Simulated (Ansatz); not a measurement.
A run of Ansatz 0.2.0 is set up as follows.

File input.yaml:

```yaml
crystal:
  lattice:
    - [3.48, 0.0, 0.0]
    - [-1.74, 3.0137684052, 0.0]
    - [0.0, 0.0, 5.59]
  atoms:
    - { symbol: Pb, position: [0.6666666667, 0.3333333333, 0.75] }
    - { symbol: Pb, position: [0.3333333333, 0.6666666667, 0.25] }
kpoints:
  mp_grid: { grid: [9, 9, 5] }
  band_path:
    path:
      - [0.0, 0.0, 0.0]
      - [0.5, 0.0, 0.0]
      - [0.3333333333, 0.3333333333, 0.0]
      - [0.0, 0.0, 0.0]
      - [0.0, 0.0, 0.5]
      - [0.5, 0.0, 0.5]
      - [0.3333333333, 0.3333333333, 0.5]
      - [0.0, 0.0, 0.5]
    npoints: 6
scf:
  occupations: { method: fermi_dirac, width: 0.05 }
hamiltonian:
  xc: pbesol
  pseudopotentials: { kind: all_electron, lapw: { basis_error: 0.001 } }
output:
  forces: true
  stress: true
  eigenvalues: true
```

Potentials or basis: all-electron LAPW, scalar-relativistic.

Run with:

```bash
$ ansatz run input.yaml --threads 1 --pin off --max-ram 3072MiB --backend cpu --events-out ev --progress --plain --runs-dir out
```

**Question.** Predict the pressure.

**Answer.** 1.1 GPa.

**Question.** Estimate the band gap along the path.

**Answer.** None (metal or under the smearing width).

Stress tensor (GPa, compression positive):
```
-0.21  0.00  0.00
 0.00 -0.21  0.00
 0.00  0.00  3.61
```

Caveat: spin-orbit coupling is left out, which moves the levels of the heavy elements.
